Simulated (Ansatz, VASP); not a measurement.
RbBr: VASP beside Ansatz

The input INCAR:

```
PREC     = Accurate       # precision mode
ENCUT    = 520            # plane-wave cutoff, eV
EDIFF    = 1E-7           # SCF threshold, eV
ISMEAR   = -1             # smearing method
SIGMA    = 0.05           # smearing width, eV
LREAL    = False          # projectors in reciprocal space
LASPH    = True           # aspherical terms in the spheres
NELM     = 100            # most SCF steps
ALGO     = Normal         # electronic algorithm
ISIF     = 2              # what is computed and relaxed
LWAVE    = False          # write WAVECAR
LCHARG   = False          # write CHGCAR
GGA      = PE             # functional
NBANDS   = 15             # bands
```

KPOINTS

```
Automatic mesh
0
Gamma
  7 7 7
```

Contents of POSCAR:

```
RbBr
1.0
    4.2070013214      0.0000000000      0.0000000000
    0.0000000000      4.2070013214      0.0000000000
    0.0000000000      0.0000000000      4.2070013214
Rb Br
1 1
Direct
    0.0000000000      0.0000000000      0.0000000000
    0.5000000000      0.5000000000      0.5000000000
```

Contents of input.yaml:

```yaml
crystal:
  lattice:
    - [4.2070013214, 0.0, 0.0]
    - [0.0, 4.2070013214, 0.0]
    - [0.0, 0.0, 4.2070013214]
  atoms:
    - { symbol: Rb, position: [0.0, 0.0, 0.0] }
    - { symbol: Br, position: [0.5, 0.5, 0.5] }
hamiltonian:
  xc: pbe
  pseudopotentials: { kind: paw }
kpoints:
  mp_grid: { grid: [7, 7, 7] }
scf:
  occupations: { method: fermi_dirac, width: 0.05 }
output:
  forces: true
  stress: true
  eigenvalues: true
```

Change from the starting cell: volume scaled by 1.06.

Alike in both runs: task single point; functional PBE; k mesh 7 × 7 × 7; occupations fermi-dirac, width 0.05 eV; no spin polarisation.

|  | VASP | Ansatz |
| --- | --- | --- |
| version | VASP 6.6.1 | Ansatz 0.2.0 |
| potentials or method | VASP PAW PBE potentials, release 64 (Rb_sv, Br) | Ansatz PAW |
| plane-wave cutoff (eV) | 520 | 420 |
| valence electrons in the cell | 16 | 16 |

```csv
,VASP,Ansatz,Ansatz less VASP
gap on the k mesh at the Fermi level (eV),3.91,3.91,+0.001
least direct gap on the mesh (eV),4.04,4.04,+0.001
pressure (GPa),-0.1,-0.1,-0.03
```

Caveats: an odd mesh through Γ misses points on the zone boundary, where band edges often lie (VASP); odd divisions of the mesh miss points on the zone boundary, where band edges often lie, so the gap on the mesh can be too wide (Ansatz).
